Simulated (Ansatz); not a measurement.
# SnO2: the cost of one run

Computed with Ansatz 0.2.0 (DFT PBE+D3(BJ), scalar-relativistic, plane waves, PAW, unless a step's input says otherwise).

74 further runs of the same task are left out: 74 set aside as unsound or not needed.

## 1. The starting structure

It takes space group P6_3/mmc (No. 194, hexagonal). The conventional cell has a = 3.211 Å, b = 3.211 Å, c = 10.333 Å, α = 90.00°, β = 90.00°, γ = 120.00°. Sn (site symmetry -3m) has 6 O at 2.11 Å as nearest neighbours. O (site symmetry 3m) has 3 Sn at 2.11 Å as nearest neighbours.

Coordinates:

```
Sn O
1.0
     3.21118    0.00000    0.00000
    -1.60559    2.78096    0.00000
     0.00000    0.00000   10.33306
Sn O
2 4
Direct
  0.00000 0.00000 0.50000
  0.00000 0.00000 0.00000
  0.66667 0.33333 0.40179
  0.66667 0.33333 0.09821
  0.33333 0.66667 0.59821
  0.33333 0.66667 0.90179
```

It goes back to an entry of the Materials Project, which need not be the stable form.

It is the result of an earlier relaxation at this level (volume 15.38 Å³/atom; gap on the mesh: 2.08 eV).

## 2. Plan of the line

Atoms count from 1 in the order of the input.

The energy is mapped over a free internal coordinate and the cell.

First coordinate, shift of O3 along [0 0 1], its symmetry partners moved as symmetry demands (measured in the relaxed cell): 11 values from −0.25 Å. Second coordinate, c/a of the conventional cell at fixed volume: 11 values from 2.800 to 3.636.

Nothing else is relaxed (all other coordinates fixed). Energies count from the relaxed crystal. Points are written as (first, second).

## 3. Point (−0.20 Å, 2.883)

Contents of input.yaml:

```yaml
crystal:
  lattice:
    - [3.3308968759, 0.0, 0.0]
    - [-1.6654484379, 2.8846413119, 0.0]
    - [0.0, 0.0, 9.6036418727]
  atoms:
    - { symbol: Sn, position: [0.0, 0.0, 0.5] }
    - { symbol: Sn, position: [0.0, 0.0, 0.0] }
    - { symbol: O, position: [0.6666666667, 0.3333333333, 0.3824347919] }
    - { symbol: O, position: [0.6666666667, 0.3333333333, 0.1175652081] }
    - { symbol: O, position: [0.3333333333, 0.6666666667, 0.6175652081] }
    - { symbol: O, position: [0.3333333333, 0.6666666667, 0.8824347919] }
basis:
  ecutwfc: 520.0
kpoints:
  mp_grid: { grid: [12, 12, 4] }
hamiltonian:
  xc: pbe
  dispersion: d3bj
scf:
  occupations: { method: gaussian, width: 0.05 }
output:
  forces: true
  stress: true
  eigenvalues: true
```

Run with:

```console
ansatz run input.yaml --threads 1 --pin off --max-ram 2048MiB --backend cpu --events-out ev --progress --plain --runs-dir out
```

Q: Estimate wall time and peak memory on 1 thread of AMD EPYC 9R45 (Zen 5), shared host.

About 3 s, with a peak of 0.52 GiB.
